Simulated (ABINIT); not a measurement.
The system is BN.

```
N B
1.0
     0.00000    3.49532    2.16609
     1.25163    0.00000    2.16609
     1.25163    3.49532    0.00000
N B
1 1
Cartesian
  1.2516 3.4953 2.8881
  1.2516 3.4953 0.0002
```

Measurements of this composition are mostly on another form, of space group No. 194.

```yaml
Program: ABINIT 10.8.3 (patched build)
Task: single point
Functional: PBE
Potentials_or_basis: JTH PAW PBE v2.0
Cutoff: 707 eV
k_mesh: 13 × 13 × 13
Occupations: fermi-dirac, width 0.05 eV
Spin: no spin polarisation
```

On this cell: pressure 3.5 GPa; largest force 0.010 eV/Å; band gap on the k mesh 3.89 eV, indirect (least direct gap 4.64 eV).

The same run follows on a disturbed copy (atoms moved at random, drawn with an rms of 0.05 Å):

```
N B
1.0
     0.00000    3.49532    2.16609
     1.25163    0.00000    2.16609
     1.25163    3.49532    0.00000
N B
1 1
Direct
  0.66082 0.69742 0.32683
  0.00701 0.00787 0.99074
```

Task: What changes?

Result: The energy moves by +19.4 meV/atom; pressure 3.9 GPa; largest force 1.608 eV/Å; band gap on the k mesh 3.71 eV, indirect (least direct gap 4.64 eV).

Forces in eV/Å, atoms in the order of the input:
```
N   -1.256  0.447 -0.900
B    1.256 -0.447  0.900
```

Stress tensor (GPa, compression positive):
```
 2.63  0.38 -3.31
 0.38  1.75  0.22
-3.31  0.22  7.34
```

Caveats: an odd mesh through Γ misses points on the zone boundary, where band edges often lie; the atomic spheres overlap.
